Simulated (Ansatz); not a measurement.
Consider the hydrogenolysis of a C–C bond: `CCCCC(CC)CO` + H₂ → `CCCCO` + `CCCC`.

Computed with Ansatz on PBE0-D4/def2-TZVP structures; ΔE is electronic, products minus reactants. CCSD(T)/CBS adds triple-zeta CCSD(T) − MP2 to the extrapolated MP2 energy (def2 sets, frozen cores). This one scheme is used for every species. One conformer a species, not always the lowest.

`CCCCC(CC)CO`:

Cartesian coordinates in Å:
```
C 2.555 1.830 1.359
C 1.919 0.524 1.807
C 1.264 -0.269 0.682
C 0.055 0.417 0.067
C -0.571 -0.335 -1.104
C -1.076 -1.736 -0.752
C -2.103 -1.795 0.369
C -1.673 0.495 -1.752
O -1.218 1.728 -2.270
H 1.817 2.527 0.956
H 3.056 2.330 2.190
H 3.302 1.653 0.579
H 1.171 0.728 2.583
H 2.683 -0.101 2.280
H 0.973 -1.251 1.071
H 2.009 -0.463 -0.102
H 0.330 1.413 -0.289
H -0.704 0.577 0.842
H 0.212 -0.468 -1.868
H -0.222 -2.366 -0.487
H -1.504 -2.185 -1.656
H -2.427 -2.824 0.539
H -1.697 -1.422 1.311
H -2.995 -1.208 0.139
H -2.165 -0.098 -2.537
H -2.437 0.755 -1.015
H -0.555 1.543 -2.941
```

H₂:

Z-matrix (Å, degrees):
```
H
H 1 0.746
```

`CCCCO`:

```xyz
15

C    -0.826   -1.772   -0.893
C    -0.363   -0.884    0.248
C     0.247    0.424   -0.229
C     0.697    1.315    0.911
O     1.318    2.506    0.477
H    -1.586   -1.271   -1.499
H    -1.257   -2.706   -0.526
H     0.006   -2.027   -1.555
H    -1.208   -0.670    0.913
H     0.372   -1.422    0.858
H    -0.487    0.965   -0.841
H     1.106    0.224   -0.879
H     1.446    0.796    1.517
H    -0.155    1.534    1.572
H     0.692    2.987   -0.071
```

`CCCC`:

Cartesian coordinates in Å:
```
C -0.751 1.263 -1.276
C -0.506 -0.055 -0.565
C 0.507 0.055 0.564
C 0.751 -1.263 1.277
H 0.172 1.652 -1.714
H -1.481 1.157 -2.082
H -1.130 2.020 -0.583
H -0.159 -0.805 -1.286
H -1.451 -0.439 -0.162
H 0.161 0.806 1.284
H 1.452 0.437 0.161
H 1.126 -2.022 0.585
H -0.173 -1.650 1.717
H 1.482 -1.157 2.082
```

```csv
species,CCSD(T)/CBS(def2) energy (Eh)
`CCCCC(CC)CO`,-390.44770
H₂,-1.17544
`CCCCO`,-233.40428
`CCCC`,-158.24160
```

(1) Work out ΔE.

Largest T1 diagnostic among the species: 0.009.

## Answers

(1) ΔE = (-233.40428) + (-158.24160) − (-390.44770) − (-1.17544) = -0.02274 Eh = -59.7 kJ/mol.

Leaving LDA and LC-ωPBE aside and taking each functional with its dispersion term where it has one, the values, not all of them listed here, spread over 23.3 kJ/mol, from B2PLYP to revPBE-D4. LDA lies +26.5 kJ/mol from PBE without D4. From BLYP to BHLYP (50 % exact exchange), in def2-TZVPP and without D4, ΔE moves by +3.9 kJ/mol.
